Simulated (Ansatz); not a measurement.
Li2Se

Method: PBE, scalar-relativistic; no spin polarisation; PAW, 420 eV, 10×10×10 k-mesh, Gaussian smearing of 0.05 eV; code Ansatz; PAW files: Ansatz's generated set soft_2.

```yaml
crystal:
  lattice:
    - [0.00000, 3.00320, 3.00320]
    - [3.00320, 0.00000, 3.00320]
    - [3.00320, 3.00320, 0.00000]
  atoms:
    - { symbol: Li, position: [0.25000, 0.25000, 0.25000] }
    - { symbol: Li, position: [0.75000, 0.75000, 0.75000] }
    - { symbol: Se, position: [0.00000, 0.00000, 0.00000] }
```

The chain of runs began from a cell as deposited in COD, expanded in volume.

The run above is the reference. The same cell was run again with other input settings; several of them aren't fit for production, so the rows show the settings' effect and aren't properties of the material.

| keys changed | outcome | ΔE (meV/atom) | P (GPa) | gap on the mesh (eV) | cell moment (μB) | largest force component (eV/Å) | SCF iterations | rough core-seconds | new warnings |
| --- | --- | --- | --- | --- | --- | --- | --- | --- | --- |
| none (reference) | converged | 0.0 | 0.0 | 2.98 | – | 0.000 | – | – | – |
| kpoints.mp_grid.grid: [10, 10, 10] → [15, 15, 15]; accuracy: "medium" | converged | 0.0 | 0.0 | 3.01 | – | 0.000 | 7 | 4 | – |
| basis.ecutwfc: 420 → "350 eV"; hamiltonian.dispersion: "d4" | converged | – | -1.2 | 2.98 | – | 0.000 | 6 | 2.1 | cutoff below recommended |
| accuracy: "high" | converged | 0.0 | 0.0 | 2.98 | – | 0.000 | 9 | 2.9 | – |
| scf.occupations.width: 0.05 → 0.005 | converged | 0.0 | 0.0 | 2.98 | – | 0.000 | 7 | 1.8 | – |

These changes also left energy (to 0.1 meV/atom), pressure, gap, moment and forces as in the reference: scf.eigensolver.kind: "davidson"; scf.algorithm: "direct_min" | scf.occupations.width: 0.05 → 0.3; scf.eigensolver.kind: "davidson"; basis.precision: "f64".

ΔE is the energy with the smearing extrapolated to zero. It is left out where the change alters the Hamiltonian or the spin treatment. The varied runs start from atomic densities (corrected by the program's trained start where that serves), with the default search for lower states unless a row changes it.

Problem. What happens with these changes: scf.eigensolver.kind: "davidson"; basis.precision: "f64"; hamiltonian.xc: "pbe" → "rpbe"?

Solution. outcome converged, P (GPa) 1.4, gap on the mesh (eV) 3.13, largest force component (eV/Å) 0.000, SCF iterations 6, rough core-seconds 2.6.

The pair part of a dispersion correction pulls inward (a three-body part mostly pushes out), and in metals and ionic crystals with large ions it often overbinds.

1 further run (cut off, refused for memory, with changed atoms or starts, or in doubt) is left out.

Of the reference: Semilocal functionals underestimate band gaps, commonly by a third or more.
